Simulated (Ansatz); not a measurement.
## Cr under pressure: fit and missing row

Cr, Im-3m, a = 2.814 Å. Ansatz: PBEsol, PAW, 420 eV, Γ-centred 20×20×20 mesh on 1 atom, Gaussian smearing 0.10 eV; no spin polarisation. The cell is relaxed at each pressure, and no other structure is tried, so the rows at high pressure may lie past a change of phase.

| V (Å³/atom) | P (GPa) |
| --- | --- |
| ? | 90.00 |
| 9.747 | 50.01 |
| 10.333 | 25.01 |
| 10.715 | 12.04 |
| 10.990 | 4.03 |
| 11.104 | 1.01 |
| 11.143 | 0.00 |
| 11.183 | -1.00 |

**Question.** Take V0 = 11.143 Å³/atom, fit the third-order Birch–Murnaghan form to the other rows, and predict the missing volume.

**Answer.** With the Eulerian strain f = ½[(V0/V)^(2/3) − 1] and y = P/[3f(1 + 2f)^(5/2)], the form is the line y = B0 + 1.5 B0 (B0′ − 4) f. Rows (f, y): 0.04667, 285.8; 0.02580, 284.9; 0.01323, 284.2; 0.00463, 283.5; 0.00117, 286.1; -0.00119, 281.8. Means f = 0.01505, y = 284.38; Σ(Δf)² = 0.001684, ΣΔfΔy = 0.07801; the slope is their ratio. y = 283.7 + 46.34 f GPa, so B0 = 283.7 GPa and B0′ = 4 + 2 × (46.34)/(3 × 283.7) = 4.11. P = 90.00 GPa is met at f = 0.07399 (y = 287.13), so V = V0 (1 + 2f)^(−3/2) = 9.059 Å³/atom. The run gave 9.049 Å³/atom, so the fit is 0.010 Å³/atom too high, 0.47 % of the span of the series, against an rms of 0.0003 Å³/atom on the fitted rows. The row lies outside the fitted range. A fourth-order term fitted to the same rows gives P = 90.40 GPa at this row's volume (the line 90.71, the run 90.00), which recovers part of the miss.

The mesh isn't the same in all rows (20×20×20, 22×22×22).